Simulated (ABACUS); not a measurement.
**Ir: equation of state with PBE**

The system is Ir.

```
Ir
1.0
     0.00000    1.91560    1.91560
     1.91560    0.00000    1.91560
     1.91560    1.91560    0.00000
Ir
1
Direct
  0.00000 0.00000 0.00000
```

| Item | Value |
| --- | --- |
| Program | ABACUS 3.10.1 |
| Task | equation of state |
| Functional | PBE |
| Potentials or basis | PseudoDojo NC FR 0.4 PBE stringent |
| Cutoff | 1361 eV |
| Density cutoff | 5442 eV |
| Basis | DZP LCAO (the cutoffs set its grid) |
| k mesh | 8 × 8 × 8 |
| Occupations | fermi-dirac, width 0.05 eV |
| Spin | spin-orbit coupling, no magnetisation |
| Orbital files | Ir Ir_confined-atom_7au_3s2p2d1f.orb |
| Radial cutoff of the potentials (pseudo_rcut) | 10 bohr |
| SCF threshold on the density | 1e-07 |
| Max SCF steps | 100 |
| Eigensolver | genelpa |
| Mixing | broyden |
| Mixing share | 0.4 |
| Symmetry key | 0 |

The equilibrium volume is 14.45 Å³/atom, the bulk modulus is 338 GPa and the pressure derivative of the bulk modulus is 5.3 (rough: it moves with the points fitted).

Energy against volume, from the lowest point:
| volume (Å³/atom) | energy (meV/atom) |
| --- | --- |
| 13.215 | 132.88 |
| 13.778 | 35.45 |
| 14.340 | 0.00 |
| 14.902 | 13.14 |

All runs of the series together: 67 s on 4 threads of Intel(R) Xeon(R) 6975P-C (Granite Rapids), with other jobs on the host.

Caveat: the atomic orbitals were generated for these runs and aren't a published set; the basis of atomic orbitals isn't converged, which shifts pressures, moduli and gaps. Zero-point motion and thermal expansion aren't in these numbers.
